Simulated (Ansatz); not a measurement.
**SnSe: equation of state with BPBE+D3(BJ)+ATM**

The system is SnSe.

```
Sn Se
1.0
     0.00000    3.01000    3.01000
     3.01000    0.00000    3.01000
     3.01000    3.01000    0.00000
Sn Se
1 1
Direct
  0.00000 0.00000 0.00000
  0.50000 0.50000 0.50000
```

Measurements of this composition are mostly on another form, of space group No. 62.

```yaml
Program: Ansatz 0.2.0
Task: equation of state
Functional: BPBE
Dispersion: D3(BJ)+ATM
Potentials_or_basis: Ansatz PAW earlier set
Cutoff: 640 eV
Density_cutoff: 2560 eV
k_mesh: 8 × 8 × 8
Occupations: methfessel-paxton, width 0.01 eV
Spin: spin-orbit coupling, no magnetisation
```

```
Equilibrium volume : 25.29 Å³/atom (rough: see the caveat)
Bulk modulus       : 69 GPa (rough)
```

Energy against volume, from the lowest point:
| volume (Å³/atom) | energy (meV/atom) |
| --- | --- |
| 25.635 | 0.00 |
| 26.180 | 5.34 |
| 26.725 | 14.39 |
| 27.271 | 26.75 |
| 27.816 | 42.02 |
| 28.362 | 59.73 |
| 28.907 | 79.08 |

All runs of the series together: 55 s on 1 thread of AMD EPYC 9R45 96-Core Processor (Zen 5) (shared host).

Caveat: the potentials were made for another functional, which shifts forces and pressure; the minimum lies outside the volumes run.
